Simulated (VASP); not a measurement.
A run of VASP 6.6.1:

The input INCAR:

```
SYSTEM = RbBr3
  PREC = Accurate
  ENCUT = 520
  EDIFF = 1E-7
  ISMEAR = 0
  SIGMA = 0.1
  LREAL = .False.
  LASPH = .True.
  NELM = 80
  ALGO = Normal
  ISIF = 2
  LWAVE = .False.
  LCHARG = .False.
  GGA = PE
  NBANDS = 23
```

File KPOINTS:

```
regular mesh
0
Gamma
  10 10 10
  0 0 0
```

The input POSCAR:

```
RbBr3
1.0
    0.0000000000      4.1030692712      4.1030692712
    4.1030692712      0.0000000000      4.1030692712
    4.1030692712      4.1030692712      0.0000000000
Rb Br
1 3
Direct
    0.0000000000      0.0000000000      0.0000000000
    0.2500000000      0.2500000000      0.2500000000
    0.7500000000      0.7500000000      0.7500000000
    0.5000000000      0.5000000000      0.5000000000
```

Potentials or basis: VASP PAW PBE potentials, release 64 (Rb_sv, Br).

Command:

```console
$ cat potpaw_PBE.64/Rb_sv/POTCAR potpaw_PBE.64/Br/POTCAR > POTCAR
$ mpirun -np 1 vasp_std > vasp.out
```

Hardware: 1 thread of Intel(R) Xeon(R) 6975P-C (Granite Rapids), on a shared host.

Problem. How long does it take, and how much memory?

Solution. Run time: 89 s on 1 thread of Intel(R) Xeon(R) 6975P-C (Granite Rapids), on a shared host, peak memory 0.39 GiB. Counts: scf iterations 14, k points 47.
